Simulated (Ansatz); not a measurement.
Ag in Ansatz: the effect of functional

Crystal: Ag.

```
Ag
1.0
    -1.62186    1.62186    1.62186
     1.62186   -1.62186    1.62186
     1.62186    1.62186   -1.62186
Ag
1
Direct
  0.00000 0.00000 0.00000
```

This isn't the form of Ag at room conditions, which is fcc.

The cell isn't the ideal one: volume scaled by 0.94.

Alike in all runs:

| Property | Result |
| --- | --- |
| Program | Ansatz 0.2.0 |
| Task | single point |
| Potentials or basis | Ansatz PAW |
| k mesh | 11 × 11 × 11 |
| Occupations | fermi-dirac, width 0.05 eV |
| Spin | no spin polarisation |

Q: One run gave: pressure -1.8 GPa. Which functional did it use?
A. LDA
B. PBEsol
C. r2SCAN

A: B.

```tsv
functional	cutoff	pressure (GPa)
LDA	420 eV (not typed: the program's choice for these potentials)	-6.5
PBEsol	420 eV (not typed: the program's choice for these potentials)	-1.8
r2SCAN	500 eV (not typed: the program's choice for these potentials)	2.2
```

Caveats: the PAW data sets come from PBE, with cores solved anew for the run's functional, which leaves a small shift of forces and pressure.
